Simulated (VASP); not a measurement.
# Si: relaxed cell and band gap, by functional

Si, Fd-3m (no. 227), 2 atoms in the cell.

| Functional | Volume (Å³/atom) | Change from the starting volume (fraction) | Gap, path and mesh (eV) | Time (s) |
|---|---|---|---|---|
| TPSS | 20.25 | 0.004 | 0.66 | 92 |
| M06-L | 19.76 | -0.020 | 0.85 | 296 |
| MS0 | 20.16 | 0.000 | 1.25 | 67 |
| MS1 | 20.22 | 0.003 | 1.17 | 77 |
| MS2 | 20.01 | -0.008 | 1.05 | 75 |

## Input of the first row

INCAR.step1:
```
ALGO = Normal
EDIFF = 1E-5
ENCUT = 600
GGA = PE
GGA_COMPAT = False
ISIF = 2
ISMEAR = 0
KPAR = 2
LASPH = True
LCHARG = False
LREAL = False
LWAVE = True
NELM = 150
PREC = Accurate
SIGMA = 0.02
```

INCAR.step2:
```
ALGO = Normal
EDIFF = 1E-7
EDIFFG = -0.005
ENCUT = 600
GGA_COMPAT = False
IBRION = 2
ISIF = 3
ISMEAR = 0
ISTART = 1
KPAR = 2
LASPH = True
LCHARG = False
LMIXTAU = True
LREAL = False
LWAVE = False
METAGGA = TPSS
NELM = 150
NSW = 60
PREC = Accurate
SIGMA = 0.02
```

INCAR.step3, as INCAR.step2 but for:
```
- ISTART = 1
- NSW = 60
+ NSW = 40
```

INCAR.step4, as INCAR.step3 but for:
```
- EDIFFG = -0.005
- IBRION = 2
- ISIF = 3
- NSW = 40
+ ISIF = 2
+ NBANDS = 11
```

KPOINTS:
```
k-points
0
Gamma
  7 7 7
```

KPOINTS_OPT:
```
path GXWKGLUWLK,UX
8
line-mode
reciprocal
 0.0000000000  0.0000000000  0.0000000000  G
 0.5000000000  0.0000000000  0.5000000000  X

 0.5000000000  0.0000000000  0.5000000000  X
 0.5000000000  0.2500000000  0.7500000000  W

 0.5000000000  0.2500000000  0.7500000000  W
 0.3750000000  0.3750000000  0.7500000000  K

 0.3750000000  0.3750000000  0.7500000000  K
 0.0000000000  0.0000000000  0.0000000000  G

 0.0000000000  0.0000000000  0.0000000000  G
 0.5000000000  0.5000000000  0.5000000000  L

 0.5000000000  0.5000000000  0.5000000000  L
 0.6250000000  0.2500000000  0.6250000000  U

 0.6250000000  0.2500000000  0.6250000000  U
 0.5000000000  0.2500000000  0.7500000000  W

 0.5000000000  0.2500000000  0.7500000000  W
 0.5000000000  0.5000000000  0.5000000000  L

 0.5000000000  0.5000000000  0.5000000000  L
 0.3750000000  0.3750000000  0.7500000000  K

 0.6250000000  0.2500000000  0.6250000000  U
 0.5000000000  0.0000000000  0.5000000000  X
```

POSCAR.step1:
```
Si
1.0
    0.0000000000      2.7218511865      2.7218511865
    2.7218511865      0.0000000000      2.7218511865
    2.7218511865      2.7218511865      0.0000000000
Si
2
Direct
    0.5000000000      0.5000000000      0.5000000000
    0.7500000000      0.7500000000      0.7500000000
```

Commands (each step's output is kept before the next begins):
```
cat potpaw_PBE.64/Si/POTCAR > POTCAR
cp INCAR.step1 INCAR
cp POSCAR.step1 POSCAR
mpirun -np 2 vasp_std > vasp.out
cp INCAR.step2 INCAR
mpirun -np 2 vasp_std > vasp.out
cp CONTCAR POSCAR
rm WAVECAR CHG
cp INCAR.step3 INCAR
mpirun -np 2 vasp_std > vasp.out
cp CONTCAR POSCAR
rm WAVECAR CHG
cp INCAR.step4 INCAR
mpirun -np 2 vasp_std > vasp.out
```

Changes of the last row against the first:
```
- METAGGA = TPSS
+ METAGGA = MS2
```

VASP 6.6.1 took 92 s on 2 cores (Intel Xeon Platinum 8488C (Sapphire Rapids)), a shared host.
